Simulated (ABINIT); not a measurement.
# Ga (Cmcm) in ABINIT: relaxation of cell and atoms with LDA

Aim: the relaxation of cell and atoms of Ga with LDA.

Everything below comes from runs of ABINIT 10.8.3 (patched build). Logs are shortened: lines on timing, memory, paths and dates and some standing lists are left out, and cuts for length are marked. The log counts tension as positive stress, the text compression.

### 1 The crystal as given

Symmetry: Cmcm, No. 63, orthorhombic system. The conventional cell has a = 2.900 Å, b = 8.130 Å, c = 3.170 Å, α = 90.00°, β = 90.00°, γ = 90.00°. Ga (site symmetry m2m) has 8 Ga at 2.68 to 2.90 Å as nearest neighbours.

This isn't the form of Ga at room conditions, which is orthorhombic.

### 2 Relaxation of cell and atoms, LDA

File run.abi:

```
pp_dirpath "./"
pseudos "Ga.LDA_PW-JTH.xml"

acell 3*1.0 Angstrom
rprim
     1.4500000000    -4.0650000000     0.0000000000
     1.4500000000     4.0650000000     0.0000000000
     0.0000000000     0.0000000000     3.1700000000
ntypat 1
znucl 31
natom 2
typat 1 1
xred
     0.1330000000     0.8670000000     0.7500000000
     0.8670000000     0.1330000000     0.2500000000
chkprim 0
chksymtnons 0
tolsym 1.0e-6

ecut 17.0
pawecutdg 34.0

kptopt 1
ngkpt 10 10 8
nshiftk 1
shiftk 0.0 0.0 0.0

ixc 7

nband 17
occopt 3
tsmear 0.05 eV

nstep 100
tolvrs 1.0e-9

iomode 3
prtwf 0
prtden 0
prteig 0
prtebands 0

ionmov 22
ntime 60
tolmxf 0.0005
optcell 2
dilatmx 1.08
ecutsm 0.5
```

Potentials or basis: JTH PAW LDA v2.0.

Started as:

```sh
$ abinit run.abi > log 2>&1
```

run.abo:

```text
.Version 10.8.3 of ABINIT
 Symmetries : space group Cm c m (# 63); Bravais oC (1-face-center ortho.)
================================================================================
 Values of the parameters that define the memory need of the present run
     intxc =       0    ionmov =      22      iscf =      17    lmnmax =      18
     lnmax =       6     mgfft =      36  mpssoang =       3    mqgrid =    3001
     natom =       2  nloc_mem =       2    nspden =       1   nspinor =       1
    nsppol =       1      nsym =       8    n1xccc =       1    ntypat =       1
    occopt =       3   xclevel =       1
       mpw =        1084          nfft =       34992          nkpt =         155
 PAW method is used; the additional fine FFT grid is defined by:
   mgfftf=        48    nfftf =     82944
================================================================================
================================================================================

--------------------------------------------------------------------------------
------------- Echo of variables that govern the present computation ------------
--------------------------------------------------------------------------------
 -outvars: echo values of preprocessed input variables --------
            acell      1.8897261259E+00  1.8897261259E+00  1.8897261259E+00 Bohr
              amu      6.97230000E+01
          chkprim           0
      chksymtnons           0
          dilatmx      1.08000000E+00
             ecut      1.70000000E+01 Hartree
           ecutsm      5.00000000E-01 Hartree
           ionmov          22
                       outvar_i_n : Printing only first  50 k-points.
              ixc           7
                       outvar_i_n : Printing only first  50 k-points.
         kptrlatt       10    0    0      0   10    0      0    0    8
          kptrlen      4.79234546E+01
            natom           2
            nband          17
            ngfft          36      36      27
          ngfftdg          48      48      36
             nkpt         155
            nstep         100
             nsym           8
            ntime          60
           ntypat           1
                       prtocc : prtvol=0, do not print more k-points.
           occopt           3
          optcell           2
        pawecutdg      3.40000000E+01 Hartree
           prtden           0
        prtebands           0
           prteig           0
            prtwf           0
            rprim      1.4500000000E+00 -4.0650000000E+00  0.0000000000E+00
                       1.4500000000E+00  4.0650000000E+00  0.0000000000E+00
                       0.0000000000E+00  0.0000000000E+00  3.1700000000E+00
          spgroup          63
           tolmxf      5.00000000E-04
           tolsym      1.00000000E-06
           tolvrs      1.00000000E-09
           tsmear      1.83746611E-03 Hartree
            typat      1  1
           useylm           1
                       outvars : Printing only first  50 k-points.
           xangst      1.4500000000E+00  2.9837100000E+00  2.3775000000E+00
                       1.4500000000E+00 -2.9837100000E+00  7.9250000000E-01
            xcart      2.7401028826E+00  5.6383947391E+00  4.4928238643E+00
                       2.7401028826E+00 -5.6383947391E+00  1.4976079548E+00
             xred      1.3300000000E-01  8.6700000000E-01  7.5000000000E-01
                       8.6700000000E-01  1.3300000000E-01  2.5000000000E-01
            znucl       31.00000

================================================================================

 chkinp: Checking input parameters for consistency.

================================================================================
== DATASET  1 ==================================================================

--- !DatasetInfo
iteration_state: {dtset: 1, }
dimensions: {natom: 2, nkpt: 155, mband: 17, nsppol: 1, nspinor: 1, nspden: 1, mpw: 1084, }
cutoff_energies: {ecut:  17.0, pawecutdg:  34.0, }
electrons: {nelect:   2.60000000E+01, charge:   0.00000000E+00, occopt:   3.00000000E+00, tsmear:   1.83746611E-03, }
meta: {optdriver: 0, ionmov: 22, optcell: 2, iscf: 17, paral_kgb: 0, }
...

 Exchange-correlation functional for the present dataset will be:
  LDA: Perdew-Wang 92 LSD fit to Ceperley-Alder data - ixc=7
  J.P.Perdew and Y.Wang, PRB 45, 13244 (1992)

 Real(R)+Recip(G) space primitive vectors, cartesian coordinates (Bohr,Bohr^-1):
 R(1)=  2.7401029 -7.6817367  0.0000000  G(1)=  0.1824749 -0.0650894  0.0000000
 R(2)=  2.7401029  7.6817367  0.0000000  G(2)=  0.1824749  0.0650894  0.0000000
 R(3)=  0.0000000  0.0000000  5.9904318  G(3)=  0.0000000  0.0000000  0.1669329
 Unit cell volume ucvol=  2.5218219E+02 bohr^3
 Angles (23,13,12)=  9.00000000E+01  9.00000000E+01  1.40737003E+02 degrees

 Coarse grid specifications (used for wave-functions):

 getcut: wavevector=  0.0000  0.0000  0.0000  ngfft=  36  36  27
         ecut(hartree)=     19.829   => boxcut(ratio)=   2.16522

 Fine grid specifications (used for densities):

 getcut: wavevector=  0.0000  0.0000  0.0000  ngfft=  48  48  36
         ecut(hartree)=     39.658   => boxcut(ratio)=   2.07687

--- Pseudopotential description ------------------------------------------------
- pspini: atom type   1  psp file is ./Ga.LDA_PW-JTH.xml
 Pseudopotential format is: paw10
 basis_size (lnmax)=  6 (lmn_size= 18), orbitals=   0   0   1   1   2   2
 Spheres core radius: rc_sph= 2.10359248
 Shapefunction is BESSEL type: shapef(r,l)=aa(1,l)*jl(q(1,l)*r)+aa(2,l)*jl(q(2,l)*r)
 Radius for shape functions =  1.80829011
 Compensation charge density is not taken into account in XC energy/potential

   1.15322265E+03                                ecore*ucvol(ha*bohr**3)
--------------------------------------------------------------------------------

================================================================================

=== [ionmov=22] Limited-memory Broyden-Fletcher-Goldfarb-Shanno method
================================================================================

--- Iteration: ( 1/60) Internal Cycle: (1/1)
--------------------------------------------------------------------------------

---SELF-CONSISTENT-FIELD CONVERGENCE--------------------------------------------
[... 771 lines left out ...]
 Difference of energy with previous step (new-old):
           Absolute (Ha)=-2.38719E-06
           Relative     =-1.50515E-08

 At Broyd/MD step   8, gradients are converged :
  max grad (force/stress) = 2.8629E-04 < tolmxf= 5.0000E-04 ha/bohr (free atoms)

================================================================================

 ----iterations are completed or convergence reached----

 Mean square residual over all n,k,spin=   11.128E-13; max=  10.387E-10
 reduced coordinates (array xred) for    2 atoms
       0.135193819166      0.864806180834      0.750000000000
       0.864806180834      0.135193819166      0.250000000000
 rms dE/dt=  5.5472E-04; max dE/dt=  6.7939E-04; dE/dt below (all hartree)
    1       0.000679393639     -0.000679393639      0.000000000000
    2      -0.000679393639      0.000679393639      0.000000000000

 cartesian coordinates (angstrom) at end:
    1      1.39257651657279     2.88648907245044     2.35695094282472
    2      1.39257651657279    -2.88648907245044     0.78565031427491

 cartesian forces (hartree/bohr) at end:
    1      0.00000000000000     0.00009087509441    -0.00000000000000
    2     -0.00000000000000    -0.00009087509441    -0.00000000000000
 frms,max,avg= 5.2466760E-05 9.0875094E-05   0.000E+00  0.000E+00  0.000E+00 h/b

 cartesian forces (eV/Angstrom) at end:
    1      0.00000000000000     0.00467298523985    -0.00000000000000
    2     -0.00000000000000    -0.00467298523985    -0.00000000000000
 frms,max,avg= 2.6979493E-03 4.6729852E-03   0.000E+00  0.000E+00  0.000E+00 e/A
 length scales=  7.925762663512  7.925762663512  5.938655698852 bohr
              =  4.194132977711  4.194132977711  3.142601257100 angstroms
 Fermi (or HOMO) energy (hartree) =   0.23802   Average Vxc (hartree)=  -0.37958
 Eigenvalues (hartree) for nkpt= 155  k points:
 kpt#   1, nband= 17, wtk=  0.00125, kpt=  0.0000  0.0000  0.0000 (reduced coord)
  -0.32797   -0.32678   -0.32449   -0.32388   -0.31474   -0.31419   -0.31212   -0.31181
  -0.31159   -0.30547   -0.19887    0.14869    0.18184    0.32833    0.47317    0.55464
   0.59970
      occupation numbers for kpt#   1
   2.00000    2.00000    2.00000    2.00000    2.00000    2.00000    2.00000    2.00000
   2.00000    2.00000    2.00000    2.00000    2.00000    0.00000    0.00000    0.00000
   0.00000
 prteigrs : prtvol=0 or 1, do not print more k-points.

--- !EnergyTerms
iteration_state     : {dtset: 1, itime: 8, icycle: 1, }
comment             : Components of total free energy in Hartree
kinetic             :  9.95310337592345E+00
hartree             :  4.18666497533109E+01
xc                  : -3.27806006086132E+00
Ewald energy        : -9.88378801893463E+01
psp_core            :  4.93515145058408E+00
local_psp           : -1.13596997027535E+02
PAW spherical_terms :  3.57367365245023E-01
internal            : -1.58600665332679E+02
'-kT*entropy'       : -1.28305523525224E-04
total_energy        : -1.58600793638203E+02
total_energy_eV     : -4.31574745460825E+03
...

--- !EnergyTermsDC
iteration_state     : {dtset: 1, itime: 8, icycle: 1, }
comment             : '"Double-counting" decomposition of free energy'
band_energy         : -5.98274643743083E+00
Ewald energy        : -9.88378801893463E+01
psp_core            :  4.93515145058408E+00
xc_dc               : -4.09833745181953E+01
PAW spherical_terms : -1.77318196009621E+01
internal            : -1.58600669295350E+02
'-kT*entropy'       : -1.28305523525224E-04
total_energy_dc     : -1.58600797600874E+02
total_energy_dc_eV  : -4.31574756243804E+03
...

--- !EnergyTermsWithPAWCore
iteration_state     : {dtset: 1, itime: 8, icycle: 1, }
comment             : 'Components of total free energy, including PAW core contributions'
Total energy        : -3.88250514223155E+03
Total energy DC     : -3.88250514619422E+03
Total energy (eV)   : -1.05648347027270E+05
Total energy DC (eV): -1.05648347135100E+05
...

 rms coord change=  1.7912E-03   atom, delta coord (reduced):
     1        0.002193819166     -0.002193819166      0.000000000000
     2       -0.002193819166      0.002193819166      0.000000000000

 Cartesian components of stress tensor (hartree/bohr^3)
  sigma(1 1)= -1.78325786E-06  sigma(3 2)=  0.00000000E+00
  sigma(2 2)=  1.98053526E-06  sigma(3 1)=  0.00000000E+00
  sigma(3 3)= -2.86291844E-06  sigma(2 1)=  0.00000000E+00

-Cartesian components of stress tensor (GPa)         [Pressure=  2.6142E-02 GPa]
- sigma(1 1)= -5.24652577E-02  sigma(3 2)=  0.00000000E+00
- sigma(2 2)=  5.82693591E-02  sigma(3 1)=  0.00000000E+00
- sigma(3 3)= -8.42299686E-02  sigma(2 1)=  0.00000000E+00

== END DATASET(S) ==============================================================
================================================================================

 -outvars: echo values of variables after computation  --------
            acell      7.9257626635E+00  7.9257626635E+00  5.9386556989E+00 Bohr
           etotal     -1.5860079760E+02
            fcart      4.7027064284E-21  9.0875094410E-05 -0.0000000000E+00
                      -4.7027064284E-21 -9.0875094410E-05 -0.0000000000E+00
            rprim      3.3202965284E-01 -9.4326894873E-01  0.0000000000E+00
                       3.3202965284E-01  9.4326894873E-01  0.0000000000E+00
                       0.0000000000E+00  0.0000000000E+00  1.0000000000E+00
           strten     -1.7832578637E-06  1.9805352613E-06 -2.8629184417E-06
                       0.0000000000E+00  0.0000000000E+00  0.0000000000E+00
           xangst      1.3925765166E+00  2.8864890725E+00  2.3569509428E+00
                       1.3925765166E+00 -2.8864890725E+00  7.8565031427E-01
             xred      1.3519381917E-01  8.6480618083E-01  7.5000000000E-01
                       8.6480618083E-01  1.3519381917E-01  2.5000000000E-01
 Calculation completed.
```

Run time: 9.3 min. Hardware: 1 thread of Arm Neoverse V2, shared host; peak memory 0.18 GiB.

What came out:

```
Free energy                                           : -4315.7476 eV
Relaxed volume                                        : 17.31 Å³/atom
Relaxed cell                                          : a = 4.194 Å, b = 4.194 Å, c = 3.143 Å, α = 90.00°, β = 90.00°, γ = 141.22°
Space group after relaxing (to 0.05 Å)                : Cmcm (No. 63)
Energy gained by relaxing                             : 22.8 meV/atom
Ionic steps                                           : 8
Pressure after relaxing                               : 0.0 GPa
Largest force after relaxing                          : 0.005 eV/Å
Band gap on the k mesh                                : none (metal or under the smearing width)
Valence electrons inside the program's atomic spheres : Ga 11.06 (radii [1.1132] Å)
```

Forces in eV/Å, atoms in the order of the input:
```
Ga   0.000  0.005  0.000
Ga   0.000 -0.005  0.000
```

The path:
```csv
step,energy change (eV),largest force (eV/Å),pressure (GPa),volume (Å³)
1,0.0000,0.1990,-4.03,37.37
2,-0.0145,0.1200,-3.49,36.91
3,-0.0427,0.0034,1.23,34.08
4,-0.0450,0.0507,-0.13,34.74
5,-0.0453,0.0355,-0.13,34.72
6,-0.0455,0.0072,-0.03,34.67
7,-0.0456,0.0022,0.01,34.64
8,-0.0456,0.0047,0.03,34.63
```

Final structure:
```xyz
2
Lattice="1.3926 -3.9562 0.0000 1.3926 3.9562 0.0000 0.0000 0.0000 3.1426" Properties=species:S:1:pos:R:3 pbc="T T T"
Ga    1.3926    2.8865    2.3570
Ga    1.3926   -2.8865    0.7857
```

Levels at points of the mesh, in eV from the Fermi level:
```csv
k point,band 10,band 11,band 12,band 13,band 14,band 15,band 16,band 17
"(0.00, 0.00, 0.00)",-14.79,-11.89,-2.43,-1.53,2.46,6.40,8.62,9.84
"(0.50, 0.00, 0.00)",-14.85,-6.74,-5.72,-1.87,-0.20,6.80,6.90,9.44
"(0.50, 0.50, 0.00)",-14.86,-9.84,-8.92,4.72,5.80,6.55,7.08,7.19
"(0.00, 0.00, 0.50)",-14.87,-7.96,-7.96,1.75,1.75,2.67,2.67,11.28
"(0.50, 0.00, 0.50)",-14.83,-3.08,-3.08,-1.79,-1.79,1.95,1.95,4.45
"(0.50, 0.50, 0.50)",-14.96,-6.03,-6.03,-4.58,-4.58,10.46,10.46,12.14
```
